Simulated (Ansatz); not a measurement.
Crystal: Ge.

```
Ge
1.0
     0.00000    2.82891    2.82891
     2.82891    0.00000    2.82891
     2.82891    2.82891    0.00000
Ge
2
Direct
  0.75000 0.75000 0.75000
  0.50000 0.50000 0.50000
```

Program: Ansatz 0.2.0. Alike in all runs: no spin polarisation; cell as given; smearing fermi-dirac 0.05 eV. Hardware: 2 threads of Arm Neoverse V1, with other jobs on the host.

Order these runs on this cell by their wall time, lowest first.
A. task single point; level PBE; potentials or basis Ansatz PAW; k mesh 3 × 3 × 3; cutoff (eV) 420; mesh quality coarse
B. task band structure; level PBE; potentials or basis PseudoDojo standard (PBE files); k mesh 8 × 8 × 8; cutoff (eV) 1061; points for each segment of the path 14; mesh quality not flagged
C. task band structure; level BLYP; potentials or basis Ansatz PAW; k mesh 8 × 8 × 8; cutoff (eV) 420; points for each segment of the path 14; mesh quality not flagged

A (0.38 s), C (2.1 s), B (6.2 s).

Caveats: some runs use coarse meshes.
